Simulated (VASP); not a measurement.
All values below come from SCAN meta-GGA, VASP's PBE PAW potentials (set 64) (plane waves; VASP).

VASP input:

### POSCAR
```
AlSb
1
    0.0000000000     3.0700000000     3.0700000000
    3.0700000000     0.0000000000     3.0700000000
    3.0700000000     3.0700000000     0.0000000000
Al Sb
1 1
Direct
  0.0000000000   0.0000000000   0.0000000000
  0.2500000000   0.2500000000   0.2500000000
```

KPOINTS:
```
K-points
0
Gamma
  7 7 7
0 0 0
```

INCAR:
```
# general
SYSTEM  = AlSb
PREC    = Accurate
ENCUT   = 520
LREAL   = .FALSE.
LASPH   = .TRUE.

# electronic loop
EDIFF   = 1E-6
NELM    = 100
ALGO    = Normal
LMAXMIX = 4
LMIXTAU = .TRUE.

# smearing
ISMEAR  = 0
SIGMA   = 0.05

# functional
METAGGA = SCAN

# ions
IBRION  = 2
NSW     = 60
ISIF    = 3
EDIFFG  = -0.01

# output
LWAVE   = .FALSE.
LCHARG  = .FALSE.
```

POTCAR, in this order: Al Sb (PBE.64 set). Program: vasp_std.

The run wrote:

**OSZICAR**
```
       N       E                     dE             d eps       ncg     rms          rms(c)
DAV:   1    -0.211947331656E+02   -0.21195E+02   -0.27846E+03   320   0.741E+02
DAV:   2    -0.456622905353E+02   -0.24468E+02   -0.24327E+02   400   0.914E+01
DAV:   3    -0.463216919011E+02   -0.65940E+00   -0.65940E+00   408   0.185E+01
DAV:   4    -0.463260829991E+02   -0.43911E-02   -0.43911E-02   480   0.189E+00
DAV:   5    -0.463261143637E+02   -0.31365E-04   -0.31365E-04   424   0.126E-01    0.357E+00
DAV:   6    -0.454515582071E+02    0.87456E+00   -0.38509E-01   360   0.567E+00    0.214E+00
DAV:   7    -0.452172676583E+02    0.23429E+00   -0.32933E-01   328   0.608E+00    0.735E-01
DAV:   8    -0.454227825549E+02   -0.20551E+00   -0.18236E-01   320   0.596E+00    0.272E-01
DAV:   9    -0.454121711874E+02    0.10611E-01   -0.14701E-01   336   0.488E+00    0.162E-01
DAV:  10    -0.454045240852E+02    0.76471E-02   -0.13582E-02   336   0.161E+00    0.953E-02
DAV:  11    -0.454125920109E+02   -0.80679E-02   -0.33586E-03   336   0.848E-01    0.856E-02
DAV:  12    -0.454174234348E+02   -0.48314E-02   -0.24924E-03   320   0.745E-01    0.461E-02
DAV:  13    -0.454174663510E+02   -0.42916E-04   -0.43565E-03   320   0.913E-01    0.387E-02
DAV:  14    -0.454176151946E+02   -0.14884E-03   -0.71768E-05   448   0.116E-01    0.433E-02
DAV:  15    -0.454174070076E+02    0.20819E-03   -0.17730E-04   320   0.197E-01    0.243E-02
DAV:  16    -0.454173079136E+02    0.99094E-04   -0.44727E-04   336   0.279E-01    0.831E-03
DAV:  17    -0.454173057199E+02    0.21938E-05   -0.12689E-05   376   0.449E-02    0.761E-03
DAV:  18    -0.454173052325E+02    0.48738E-06   -0.16632E-06   336   0.229E-02
   1 F= -.45417305E+02 E0= -.45417305E+02  d E =-.454173E+02
       N       E                     dE             d eps       ncg     rms          rms(c)
DAV:   1    -0.454249771698E+02   -0.76714E-02   -0.16274E-01   384   0.267E+00    0.316E-01
DAV:   2    -0.454210406745E+02    0.39365E-02   -0.21700E-02   320   0.204E+00    0.210E-01
DAV:   3    -0.454220089490E+02   -0.96827E-03   -0.17188E-02   320   0.162E+00    0.392E-02
DAV:   4    -0.454204832304E+02    0.15257E-02   -0.17061E-02   320   0.176E+00    0.593E-02
DAV:   5    -0.454192185702E+02    0.12647E-02   -0.57915E-03   320   0.100E+00    0.432E-02
DAV:   6    -0.454200800303E+02   -0.86146E-03   -0.46059E-03   320   0.905E-01    0.295E-02
DAV:   7    -0.454192207495E+02    0.85928E-03   -0.46164E-03   320   0.943E-01    0.975E-03
DAV:   8    -0.454191417491E+02    0.79000E-04   -0.37845E-04   320   0.269E-01    0.120E-02
DAV:   9    -0.454191382366E+02    0.35125E-05   -0.20498E-05   376   0.594E-02    0.117E-03
DAV:  10    -0.454191383409E+02   -0.10432E-06   -0.34849E-06   328   0.278E-02
   2 F= -.45419138E+02 E0= -.45419138E+02  d E =-.183311E-02
       N       E                     dE             d eps       ncg     rms          rms(c)
DAV:   1    -0.454205648521E+02   -0.14266E-02   -0.21468E-02   384   0.986E-01    0.116E-01
DAV:   2    -0.454201638082E+02    0.40104E-03   -0.27758E-03   320   0.771E-01    0.737E-02
DAV:   3    -0.454204835627E+02   -0.31975E-03   -0.33418E-03   320   0.735E-01    0.163E-02
DAV:   4    -0.454203192965E+02    0.16427E-03   -0.44785E-03   320   0.919E-01    0.249E-02
DAV:   5    -0.454199233455E+02    0.39595E-03   -0.12305E-03   320   0.463E-01    0.154E-02
DAV:   6    -0.454200140482E+02   -0.90703E-04   -0.49390E-04   320   0.311E-01    0.100E-02
DAV:   7    -0.454199303002E+02    0.83748E-04   -0.54804E-04   320   0.338E-01    0.366E-03
DAV:   8    -0.454199119392E+02    0.18361E-04   -0.53082E-05   320   0.104E-01    0.344E-03
DAV:   9    -0.454199120057E+02   -0.66536E-07   -0.14798E-06   360   0.157E-02
   3 F= -.45419912E+02 E0= -.45419912E+02  d E =-.260677E-02
```

File OUTCAR:
```
------------------------ aborting loop because EDIFF is reached ----------------------------------------
  FORCE on cell =-STRESS in cart. coord.  units (eV):
  Direction    XX          YY          ZZ          XY          YZ          ZX
  --------------------------------------------------------------------------------------
  Total        0.0047544      0.0047544      0.0047544     -0.0000000      0.0000000      0.0000000
  in kB        0.1295851      0.1295851      0.1295851     -0.0000000      0.0000000      0.0000000
  external PRESSURE =       0.1295851 kB  Pullay stress =       0.0000000 kB
  volume of cell :       58.78
      direct lattice vectors                 reciprocal lattice vectors
    -0.000000000  3.086082496  3.086082496    -0.162017704  0.162017704  0.162017704
     3.086082496  0.000000000  3.086082496     0.162017704 -0.162017704  0.162017704
     3.086082496  3.086082496 -0.000000000     0.162017704  0.162017704 -0.162017704
 POSITION                                       TOTAL-FORCE (eV/Angst)
 -----------------------------------------------------------------------------------
      0.00000      0.00000      0.00000        -0.000000      0.000000     -0.000000
      1.54304      1.54304      1.54304         0.000000     -0.000000      0.000000
 -----------------------------------------------------------------------------------
    total drift:                                0.000001      0.000001      0.000001
  FREE ENERGIE OF THE ION-ELECTRON SYSTEM (eV)
  ---------------------------------------------------
  free  energy   TOTEN  =       -45.4199120057 eV

  energy  without entropy=      -45.4199120057  energy(sigma->0) =      -45.41991201

 reached required accuracy - stopping structural energy minimisation
```
(Selected blocks of OUTCAR.)

CONTCAR:
```
AlSb
   1.00000000000000
    -0.0000000000000000    3.0860824964610751    3.0860824964610751
     3.0860824964610751    0.0000000000000000    3.0860824964610751
     3.0860824964610751    3.0860824964610751   -0.0000000000000000
  Al              Sb
     1     1
Direct
     0.0000000000000000    0.0000000000000000    0.0000000000000000
     0.2500000000000000    0.2500000000000000    0.2500000000000000
```

The compound is AlSb in the zinc blende structure. This run relaxes it. Symmetry was kept, so distortions that lower it aren't found.
